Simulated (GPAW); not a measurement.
# CdF2 (Fm-3m) in GPAW: dielectric tensor with LDA

Aim: the dielectric tensor of CdF2 with LDA.

Program: GPAW 26.7.0. These are calculated values, not measurements. Logs are shortened: lines on timing, memory, paths and dates and some standing lists are left out, and cuts for length are marked. The log counts tension as positive stress, the text compression.

### 1 The structure

It takes space group Fm-3m (No. 225, cubic). Conventional cell: a = 5.388 Å, b = 5.388 Å, c = 5.388 Å, α = 90.00°, β = 90.00°, γ = 90.00°. Around Cd (site symmetry m-3m) lie 8 F at 2.33 Å. Around F (site symmetry -43m) lie 4 Cd at 2.33 Å.

### 2 Dielectric tensor, LDA

Input file run.py:

```python
import numpy as np
from ase import Atoms
from ase.dft.bandgap import bandgap
from ase.io import write
from gpaw import GPAW, PW
from gpaw.response.df import DielectricFunction

atoms = Atoms(['Cd', 'F', 'F'],
              cell=[[0.0, 2.694, 2.694],
                    [2.694, 0.0, 2.694],
                    [2.694, 2.694, 0.0]],
              scaled_positions=[[0.0, 0.0, 0.0],
                                [0.75, 0.75, 0.75],
                                [0.25, 0.25, 0.25]],
              pbc=True)

calc = GPAW(mode=PW(600),
            xc='LDA',
            kpts={'size': (7, 7, 7), 'gamma': True},
            occupations={'name': 'fermi-dirac', 'width': 0.001},
            nbands=24,
            convergence={'density': 1e-06},
            maxiter=150,
            txt='gpaw.txt')
atoms.calc = calc
energy = atoms.get_potential_energy()
calc.write('gs.gpw')
write('result.traj', atoms)
print(f'Energy: {energy:.6f} eV')
print('Fermi level:', round(calc.get_fermi_level(), 4), 'eV')
print(f'Gap: {bandgap(calc)[0]:.4f} eV, direct: {bandgap(calc, direct=True)[0]:.4f} eV')

for size in [(15, 15, 15), (22, 22, 22)]:
    name = 'x'.join(str(n) for n in size)
    dense = calc.fixed_density(kpts={'size': size, 'gamma': True},
                               nbands=49, convergence={'bands': 43, 'eigenstates': 1e-7},
                               update_fermi_level=True, txt=f'dense-{name}.txt')
    dense.write(f'{name}.gpw', mode='all')
    df = DielectricFunction(f'{name}.gpw', frequencies=np.array([0.0]), hilbert=False, eta=0.001,
                            ecut=80, nbands=43, intraband=False, txt=f'df-{name}.txt')
    for xc in ['RPA', 'Bootstrap', 'LR0.2']:
        for direction in ['x', 'y', 'z', [0, 1, 1], [1, 0, 1], [1, 1, 0]]:
            e0, e = df.get_macroscopic_dielectric_constant(xc=xc, direction=direction)
            print(f'{name} {xc} {direction}: {e0:.4f} without, {e:.4f} with local fields')
```

Potentials or basis: the program's PAW data sets (release 1.2.1) made for this functional, pw.

Started as:

```
> OMP_NUM_THREADS=1 python run.py
```

gpaw.txt:

```text
__  _  _
 | _ |_)|_||  |
 |__||  | ||/\| - 26.7.0

Input parameters:
  mode=PW(ecut=600.0),
  convergence={'density': 1e-06},
  kpts=MonkhorstPack(size=(7, 7, 7), gamma=True),
  maxiter=150,
  nbands=24,
  occupations=Occupations(name='fermi-dirac', width=0.001),
  xc=XC(name='LDA')

Diagonalizing LCAO Hamiltonian
Converting LCAO to pw mode

                    F

           F

       Cd

Atoms  # Å, Bohr magnetons
|   | symbol |        x |        y |        z |    initial magnetic moments |
|---|--------|----------|----------|----------|-----------------------------|
| 0 |     Cd | 0.000000 | 0.000000 | 0.000000 | ( 0.0000,  0.0000,  0.0000) |
| 1 |      F | 4.041000 | 4.041000 | 4.041000 | ( 0.0000,  0.0000,  0.0000) |
| 2 |      F | 1.347000 | 1.347000 | 1.347000 | ( 0.0000,  0.0000,  0.0000) |

Unit cell  # Å
| periodic |        x |        y |        z |  lengths |    angles |
|----------|----------|----------|----------|----------|-----------|
|      yes | 0.000000 | 2.694000 | 2.694000 | 3.809891 | 60.000000 |
|      yes | 2.694000 | 0.000000 | 2.694000 | 3.809891 | 60.000000 |
|      yes | 2.694000 | 2.694000 | 0.000000 | 3.809891 | 60.000000 |

Number of symmetries: 48
Symmetry operations  # r_c * U_cc + t_c -> r_c
|    | kind |            matrix            |
|----|------|------------------------------|
|  0 |  σ   |  1, 0, 0,  1, 0,-1,  1,-1, 0 |
|  1 |  C2  |  1, 0, 0,  1,-1, 0,  1, 0,-1 |
|  2 |  E   |  1, 0, 0,  0, 1, 0,  0, 0, 1 |
|  3 |  σ   |  1, 0, 0,  0, 0, 1,  0, 1, 0 |
|  4 |  C4  |  1, 0,-1,  1, 0, 0,  1,-1, 0 |
|  5 |  S6  |  1, 0,-1,  1,-1, 0,  1, 0, 0 |
|  6 |  σ   |  1, 0,-1,  0, 1,-1,  0, 0,-1 |
|  7 |  C3  |  1, 0,-1,  0, 0,-1,  0, 1,-1 |
|  8 |  S6  |  1,-1, 0,  1, 0, 0,  1, 0,-1 |
|  9 |  C4  |  1,-1, 0,  1, 0,-1,  1, 0, 0 |
| 10 |  C3  |  1,-1, 0,  0,-1, 1,  0,-1, 0 |
| 11 |  σ   |  1,-1, 0,  0,-1, 0,  0,-1, 1 |
| 12 |  σ   |  0, 1, 0,  1, 0, 0,  0, 0, 1 |
| 13 |  C4  |  0, 1, 0,  0, 1,-1, -1, 1, 0 |
| 14 |  C3  |  0, 1, 0,  0, 0, 1,  1, 0, 0 |
| 15 |  S6  |  0, 1, 0, -1, 1, 0,  0, 1,-1 |
| 16 |  C2  |  0, 1,-1,  1, 0,-1,  0, 0,-1 |
| 17 |  σ   |  0, 1,-1,  0, 1, 0, -1, 1, 0 |
| 18 |  S4  |  0, 1,-1,  0, 0,-1,  1, 0,-1 |
| 19 |  C4  |  0, 1,-1, -1, 1, 0,  0, 1, 0 |
| 20 |  C3  |  0, 0, 1,  1, 0, 0,  0, 1, 0 |
| 21 |  σ   |  0, 0, 1,  0, 1, 0,  1, 0, 0 |
| 22 |  S6  |  0, 0, 1,  0,-1, 1, -1, 0, 1 |
| 23 |  C4  |  0, 0, 1, -1, 0, 1,  0,-1, 1 |
| 24 |  S4  |  0, 0,-1,  1, 0,-1,  0, 1,-1 |
| 25 |  C3  |  0, 0,-1,  0, 1,-1,  1, 0,-1 |
| 26 |  C2  |  0, 0,-1,  0,-1, 0, -1, 0, 0 |
| 27 |  S6  |  0, 0,-1, -1, 0, 0,  0,-1, 0 |
| 28 |  S4  |  0,-1, 1,  1,-1, 0,  0,-1, 0 |
| 29 |  C4  |  0,-1, 1,  0, 0, 1, -1, 0, 1 |
| 30 |  C2  |  0,-1, 1,  0,-1, 0,  1,-1, 0 |
| 31 |  σ   |  0,-1, 1, -1, 0, 1,  0, 0, 1 |
| 32 |  C3  |  0,-1, 0,  1,-1, 0,  0,-1, 1 |
| 33 |  S6  |  0,-1, 0,  0, 0,-1, -1, 0, 0 |
| 34 |  S4  |  0,-1, 0,  0,-1, 1,  1,-1, 0 |
| 35 |  C2  |  0,-1, 0, -1, 0, 0,  0, 0,-1 |
| 36 |  C2  | -1, 1, 0,  0, 1, 0,  0, 1,-1 |
| 37 |  S6  | -1, 1, 0,  0, 1,-1,  0, 1, 0 |
| 38 |  S4  | -1, 1, 0, -1, 0, 1, -1, 0, 0 |
| 39 |  C3  | -1, 1, 0, -1, 0, 0, -1, 0, 1 |
| 40 |  S6  | -1, 0, 1,  0, 0, 1,  0,-1, 1 |
| 41 |  C2  | -1, 0, 1,  0,-1, 1,  0, 0, 1 |
| 42 |  C3  | -1, 0, 1, -1, 1, 0, -1, 0, 0 |
| 43 |  S4  | -1, 0, 1, -1, 0, 0, -1, 1, 0 |
| 44 |  C2  | -1, 0, 0,  0, 0,-1,  0,-1, 0 |
| 45 |  i   | -1, 0, 0,  0,-1, 0,  0, 0,-1 |
| 46 |  σ   | -1, 0, 0, -1, 1, 0, -1, 0, 1 |
| 47 |  C2  | -1, 0, 0, -1, 0, 1, -1, 1, 0 |

BZ-sampling:
  Number of BZ points: 343
  Number of IBZ points: 20

  Monkhorst-Pack size: [7, 7, 7]
  Monkhorst-Pack shift: [0, 0, 0]

K-points  # in reciprocal-cell coordinates
|     |                                coordinates |     weight |
|-----|--------------------------------------------|------------|
|   0 | (  0.00000000,   0.00000000,   0.00000000) | 0.00291545 |
|   1 | (  0.14285714,   0.14285714,   0.00000000) | 0.01749271 |
|   2 | (  0.14285714,   0.14285714,   0.14285714) | 0.02332362 |
|   3 | (  0.28571429,   0.14285714,   0.14285714) | 0.03498542 |
|   4 | (  0.28571429,   0.28571429,   0.00000000) | 0.01749271 |
|   5 | (  0.28571429,   0.28571429,   0.14285714) | 0.06997085 |
|   6 | (  0.28571429,   0.28571429,   0.28571429) | 0.02332362 |
|   7 | (  0.42857143,  -0.28571429,  -0.28571429) | 0.03498542 |
|   8 | (  0.42857143,   0.28571429,  -0.42857143) | 0.13994169 |
|   9 | (  0.42857143,   0.28571429,  -0.28571429) | 0.06997085 |
| ... |                                            |            |
|  19 | (  0.42857143,   0.42857143,   0.42857143) | 0.02332362 |

Plane wave coefficients: 1317
Cutoff: 600.0 eV

Spin-components: 1 (collinear spins)
Bands:           24
Projectors:      16
Spin-degeneracy: 2
Datatype:        complex128

Parallelization:
  kpt:    1
  domain: 1
  band:   1

Density:
  Valence electrons: 26.0
  Components: 1
  Grid points: [24 24 24]
  Charge: 0.0  # |e|

Potential:
  Grid points: [24 24 24]

species:
  Cd:
    name:    Cadmium
    Z:       48.0
    valence: 12
    core:    36
    charge:  0.0  # [|e|]
    compensation charges:
      type: gauss
      rc: 0.38  # [Å]
      lmax: 2
    cutoffs:
      filter: 2.12  # [Å]
      core: 2.62  # [Å]
    projectors
    | kind |    occ | energy [eV] | rcut [Å] |
    |------|--------|-------------|----------|
    |   5s |  2.000 |      -5.950 |    1.191 |
    |   5p |  0.000 |      -1.328 |    1.228 |
    |   4d | 10.000 |     -11.904 |    1.164 |
    |    s |        |      21.261 |    1.191 |
    |    p |        |      25.883 |    1.228 |
    |    d |        |      15.307 |    1.164 |

    Using partial waves for Cd as LCAO basis

  F:
    name:    Fluorine
    Z:       9.0
    valence: 7
    core:    2
    charge:  0.0  # [|e|]
    compensation charges:
      type: gauss
      rc: 0.20  # [Å]
      lmax: 2
    cutoffs:
      filter: 1.14  # [Å]
      core: 0.74  # [Å]
    projectors
    | kind |    occ | energy [eV] | rcut [Å] |
    |------|--------|-------------|----------|
    |   2s |  2.000 |     -29.647 |    0.635 |
    |   2p |  5.000 |     -11.293 |    0.635 |
    |    s |        |      -2.435 |    0.635 |
    |    p |        |      15.918 |    0.635 |
    |    d |        |       0.000 |    0.635 |

    Using partial waves for F as LCAO basis

Reference energy: -157433.884236  # eV

eigensolver:
  PPCG
  Converge bands: occupied
  niter=2

density mixing:
  MSR1-Mixer
  Pratt-step length: 0.05
  Maximum mixing coefficient: 0.75
  Old densities: 10
  SVD Regularization: 0.005
  Good broyden scale: 1.0
  Trust region scale: 1.0
  Backstep threshold: 4.0
  History deletion threshold: 6.0
  Fourier metric: weight=20.0, sigma=0.015

occupation numbers:
  Fermi-Dirac:
    width: 0.0010  # eV

poisson solver:
  ecut: 4800.0  # eV

xc functional:
  name: None

convergence criteria:
- Maximum integral of absolute [dens]ity change: 1e-06 electrons / valence electron
- Maximum [total energy] change in last 3 cyles: 0.0005 eV / valence electron
- Maximum integral of absolute [eigenst]ate change: 4e-08 eV^2 / valence electron
maximum number of iterations: 150

SCF iterations
|iter     | |      energy | eigst |  dens |
|---------|-|-------------|-------|-------|
|iter:   1| |  -14.258454 | -0.79 |       |
|iter:   2| |  -13.888302 | -2.42 | -1.08 |
|iter:   3| |  -12.829018 | -1.03 | -1.12 |
|iter:   4| |  -12.801130 | -3.16 | -1.57 |
|iter:   5| |  -12.792849 | -3.78 | -1.89 |
|iter:   6| |  -12.792854c| -5.82 | -3.06 |
|iter:   7| |  -12.792857c| -6.56 | -3.46 |
|iter:   8| |  -12.792857c| -7.79c| -4.85 |
|iter:   9| |  -12.792857c| -8.53c| -5.49 |
|iter:  10| |  -12.792857c| -9.54c| -5.93 |
|iter:  11| |  -12.792857c|-10.19c| -7.04c|

Converged in 11 steps
Energy contributions relative to reference atoms: (reference = -157433.884236)

Energy contributions:
  Kinetic:          29.630668
  Coulomb:         -26.802235
  Zero:              0.320152
  External:          0.000000
  Xc:              -15.941443
  Entropy:          -0.000000
  Spinorbit:         0.000000
  ----------------------------
  Free energy:     -12.792857
  Extrapolated:    -12.792857

dipole moment: (-17.503277, -17.503277, -17.503277)  # |e|*Ang

Fermi level: 2.217
Eigenvalues  # (at kpt = [0.000, 0.000, 0.000])
| band index |      eig [eV] | occ [0-2] |
|------------|---------------|-----------|
|          0 |       -19.062 |     2.000 |
|        ... |               |           |
|          5 |        -2.830 |     2.000 |
|          6 |        -2.830 |     2.000 |
|          7 |         0.408 |     2.000 |
|          8 |         0.408 |     2.000 |
|          9 |         0.408 |     2.000 |
|         10 |         0.997 |     2.000 |
[... 8 lines left out ...]
|         19 |        20.973 |     0.000 |
|         20 |        24.493 |     0.000 |
|        ... |               |           |
|         23 |        24.860 |     0.000 |

Gap: 2.831 eV
Transition (v -> c):
  (s=0, k=9, n=12, [0.43, 0.29, -0.29]) -> (s=0, k=0, n=13, [0.00, 0.00, 0.00])
Direct/indirect transitions are different
Direct gap: 3.223 eV
Transition at: (s=0, k=0, n=12, [0.00, 0.00, 0.00])
# Writing to gs.gpw (mode='')
```

It took 18 min on 1 thread of Arm Neoverse V1, shared host; peak memory 0.96 GiB.

Results:

* Free energy: -12.7929 eV
* Band gap on the k mesh: 2.83 eV, indirect (least direct gap 3.22 eV)
* Electronic dielectric tensor (diagonal): 2.78

Electronic dielectric tensor:
```
2.78 0.00 0.00
0.00 2.78 0.00
0.00 0.00 2.78
```

Caveat: the long-wavelength limit can be off by several per cent where d states take part. LDA gaps usually lie below the measured ones, often by a third to a half.
